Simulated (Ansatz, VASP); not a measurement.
Te in VASP and in Ansatz

The input INCAR:

```
SYSTEM = Te
PREC = Accurate
ENCUT = 520
EDIFF = 1E-7
ISMEAR = -1
SIGMA = 0.05
LREAL = .FALSE.
LASPH = .TRUE.
NELM = 80
ALGO = Normal
ISIF = 2
LWAVE = .FALSE.
LCHARG = .FALSE.
GGA = PE
NBANDS = 9
```

File KPOINTS:

```
Automatic mesh
0
G
  9 9 9
  0 0 0
```

The input POSCAR:

```
Te
1.0
    2.3362486691      1.3488337980      1.7132056465
   -2.3362486691      1.3488337980      1.7132056465
    0.0000000000     -2.6976675961      1.7132056465
Te
1
Direct
    0.5000000000      0.5000000000      0.5000000000
```

File input.yaml:

```yaml
crystal:
  lattice:
    - [2.3362486691, 1.348833798, 1.7132056465]
    - [-2.3362486691, 1.348833798, 1.7132056465]
    - [0.0, -2.6976675961, 1.7132056465]
  atoms:
    - { symbol: Te, position: [0.5, 0.5, 0.5] }
hamiltonian:
  xc: pbe
  pseudopotentials: { kind: paw }
kpoints:
  mp_grid: { grid: [9, 9, 9] }
scf:
  occupations: { method: fermi_dirac, width: 0.05 }
output:
  forces: true
  stress: true
  eigenvalues: true
```

Change from the starting cell: volume scaled by 1.04.

Alike in both runs: task single point; functional PBE; k mesh 9 × 9 × 9; occupations fermi-dirac, width 0.05 eV; no spin polarisation.

|  | VASP | Ansatz |
| --- | --- | --- |
| version | VASP 6.6.1 | Ansatz 0.2.0 |
| potentials or method | VASP PAW PBE potentials, release 64 (Te) | Ansatz PAW |
| plane-wave cutoff (eV) | 520 | 420 |
| valence electrons in the cell | 6 | 16 |

```csv
,VASP,Ansatz,Ansatz less VASP
gap on the k mesh at the Fermi level (eV),none,none,-
pressure (GPa),0.4,0.4,+0.05
largest component of the traceless stress (GPa),0.40,0.40,+0.004
```

A gap of «none» marks a metal or a gap that the smearing closes. The two sets of potentials don't hold the same shells in valence.

Spin-orbit coupling is left out, which matters for the levels of Te.
